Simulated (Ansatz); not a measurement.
**SnSe2: symmetry broken, then relaxed**

Level of theory: DFT PBE+D3(BJ), scalar-relativistic, plane waves, PAW (Ansatz 0.2.0). The runs took a 420 eV cutoff, a Γ-centred 6×6×2 mesh and Gaussian smearing (0.03 eV). No spin polarisation. Energies are free energies at this smearing, counted from the undisturbed cell; pressure is positive in compression.

The starting cell (relaxed at this level):

```xyz
6
Lattice="3.8390 0.0000 0.0000 -1.9195 3.3247 0.0000 0.0000 0.0000 12.0233" Properties=species:S:1:pos:R:3 pbc="T T T"
Sn    0.0000    0.0000    0.0000
Sn    0.0000    0.0000    6.0116
Se    0.0000    2.2165    1.5940
Se    0.0000    2.2165    7.6056
Se    1.9195    1.1082    4.4176
Se    1.9195    1.1082   10.4293
```

The atoms are displaced (Å, in the unstrained cell):

```csv
atom,ux,uy,uz
Sn1,0.017,0.005,0.000
Sn2,0.010,0.004,0.012
Se3,-0.010,-0.010,-0.006
Se4,-0.007,0.026,-0.006
Se5,-0.002,-0.014,0.000
Se6,-0.008,-0.011,0.001
```

The cell is strained by (-0.0411, 0.0276, 0.0135, 0.0188, 0.0032, -0.0444) (xx, yy, zz, yz, xz, xy; engineering shear). Cell and atoms are then relaxed.

Problem. Does the relaxation return to the undisturbed structure?

Solution. Yes (up to a choice of domain or origin): same space group and volume, and an energy 0.0 meV/atom from it. The disturbance itself cost 27.7 meV/atom. The final space group reads P-3m1 (tolerance 0.05 Å) and the volume changes by -0.04 %.

Final structure:

```xyz
6
Lattice="3.8434 -0.0001 0.0005 -1.9218 3.3290 0.0001 0.0016 0.0015 11.9903" Properties=species:S:1:pos:R:3 pbc="T T T"
Sn   -0.0001    0.0007    0.0002
Sn    1.9225    3.3289    5.9955
Se   -0.0003    2.2198    1.5913
Se    0.0007    2.2193    7.5861
Se    1.9227    1.1098    4.4044
Se    1.9233    1.1119   10.3999
```

The relaxation, step by step (energy from the first step; small jumps at an unchanged geometry come where the plane waves are selected anew for the new cell):

```csv
step,ΔE (meV/atom),largest force component (eV/Å),pressure (GPa)
1,0.0,0.245,0.73
2,-22.9,0.379,0.21
3,-27.1,0.098,-0.29
4,-27.6,0.015,0.18
5,-27.7,0.001,0.02
6,-27.7,0.001,0.02
```